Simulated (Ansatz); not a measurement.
## Stability checks on a candidate for P

The cell was found from a structure generator's guess, not taken from experiment.

The calculation used DFT PBE, scalar-relativistic, plane waves, PAW in Ansatz 0.2.0. Plane waves to 420 eV, a 6×6×6 mesh through Γ for the 8-atom cell and 0.02 eV Gaussian smearing; no spin polarisation.

```
P
1.0
    -3.93961    3.93961    3.21762
     3.93961   -3.93961    3.21762
     3.93961    3.93961   -3.21762
P
8
Direct
  0.77670 0.02599 0.86939
  0.15660 0.90731 0.13061
  0.65731 0.40660 0.63061
  0.77599 0.02670 0.36939
  0.59340 0.22401 0.25070
  0.97330 0.34269 0.74930
  0.97401 0.84340 0.75070
  0.09269 0.22330 0.24930
```

Energies count from the standard state of P at the same level. The references include black phosphorus.

Task: These tests were run: phonons on a 2×2×2 q mesh; elastic tensor. What do they show?

Result:

| test | result |
| --- | --- |
| phonons on a 2×2×2 q mesh | no imaginary mode on the mesh |
| elastic tensor | least eigenvalue 7 GPa |

It fails none of these tests. Whether a mixture of other phases lies lower isn't tested here.

The reference form of P is held partly by dispersion forces, which this level lacks. The run for the phonons used a 6×6×6 k mesh. The run for the elastic tensor used a 6×6×6 k mesh.
